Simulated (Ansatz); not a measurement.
The system is FeGe2.

```
Ge Fe
1.0
    -2.95956    2.95956    2.45140
     2.95956   -2.95956    2.45140
     2.95956    2.95956   -2.45140
Ge Fe
4 2
Direct
  0.84511 0.34511 0.19021
  0.65489 0.84511 0.50000
  0.34511 0.15489 0.50000
  0.15489 0.65489 0.80979
  0.25000 0.25000 0.00000
  0.75000 0.75000 0.00000
```

The cell is a database's computed one.

Base run:

```yaml
Program: Ansatz 0.2.0
Functional: PBEsol
Potentials_or_basis: Ansatz PAW
Cutoff: "420 eV (not typed: the program's choice for these potentials)"
k_mesh: 7 × 7 × 7
Occupations: fermi-dirac, width 0.05 eV
Spin: no spin polarisation
```

Its results: band gap on the k mesh none (metal or under the smearing width); pressure -7.5 GPa; largest force 0.334 eV/Å.

Task: The run is repeated on the same cell with these changes: spin from no spin polarisation to collinear spin, ferromagnetic start. What comes out?

Result: Band gap on the k mesh none (metal or under the smearing width); pressure -5.4 GPa; net moment 2.39 μB per cell; site moments Ge -0.04; Fe +1.32 μB; largest force 0.153 eV/Å.

Caveats: the PAW data sets come from PBE, with cores solved anew for the run's functional, which leaves a small shift of forces and pressure.
